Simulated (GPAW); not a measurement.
Runs of GPAW 26.7.0 on Hf. Symmetry: Fm-3m, No. 225, cubic system. The conventional cell has a = 4.440 Å, b = 4.440 Å, c = 4.440 Å, α = 90.00°, β = 90.00°, γ = 90.00°. Hf (site symmetry m-3m) has 12 Hf at 3.14 Å as nearest neighbours. This isn't the form of Hf at room conditions, which is hcp.

```csv
task,level,potentials or basis,spin,U,cell,k mesh,band path,band points,spin axis theta (degrees),spin axis phi (degrees),U projector left unscaled,mesh quality,gap on the mesh (eV),pressure (GPa),moment (μB)
single point,rSCAN,"GPAW PAW data sets (gpaw-data 1.2.1), pw","collinear, random start",-,as given,10 × 10 × 10,-,-,-,-,-,not flagged,none,(b),0.00
single point,r4SCAN,"GPAW PAW data sets (gpaw-data 1.2.1), pw",off,-,as given,10 × 10 × 10,-,-,-,-,-,not flagged,none,-0.3,-
band structure,PBE+D4,"GPAW PAW data sets (gpaw-data 1.2.1), pw","SOC, no magnetisation",-,cell strained at random at fixed volume,8 × 8 × 8,"XGY,LGZ,NGM,RG",80,90,0,-,not flagged,-,2.1,-
density of states,r2SCAN+U,"GPAW PAW data sets (gpaw-data 1.2.1), pw",off,Hf d U = 1 eV,as given,10 × 10 × 10,-,-,-,-,no,not flagged,none,7.6,-
band structure,BP86+U,"PAW data sets generated in the run's folder for this functional, pw","SOC, no magnetisation",Hf d U = 8 eV,volume scaled by 1.04,10 × 10 × 10,"GXWKGLUWLK,UX",100,0,0,no,not flagged,-,(a),-
band structure,SOGGA,"PAW data sets generated in the run's folder for this functional, pw",off,-,as given,10 × 10 × 10,"GXWKGLUWLK,UX",100,-,-,-,not flagged,-,-1.4,-
electron localisation function,SCAN+U,"GPAW PAW data sets (gpaw-data 1.2.1), pw","collinear, ferromagnetic start",Hf d U = 8 eV,as given,10 × 10 × 10,-,-,-,-,no,not flagged,none,34.8,0.50
relaxation of cell and atoms,RPBE+D3(BJ)+ATM+U,"PAW data sets generated in the run's folder for this functional, pw","collinear, random start",Hf d U = 3 eV,relaxed from: cell strained at random at fixed volume,5 × 6 × 5,-,-,-,-,no,coarse,none,-0.1,0.00
```

Alike in all rows: cutoff (eV) 600; smearing fermi-dirac 0.05 eV.

Problem. Fill in the values left out.

Solution. (a) 30.5; (b) 2.6.

Caveats: some runs use coarse meshes; the PAW data sets were made with another functional, which shifts forces and pressure a little (some runs); the U is typed as a test and isn't derived for this compound (some runs); spin-orbit coupling was added after a scalar SCF, so levels and gaps hold it while energy, forces, pressure and moments don't (some runs); this program's spin-orbit splittings come out too wide for heavy elements (some runs); pairwise dispersion overbinds metals, which lowers pressure and volume (some runs); U without spin polarisation on a metal has little footing (some runs); spin-orbit coupling is left out, which moves the levels of the heavy elements (some runs).

A k mesh can miss the band edges, and rows without SOC leave out spin-orbit coupling on Hf.

A gap of «none» marks a metal or a gap under the smearing width.
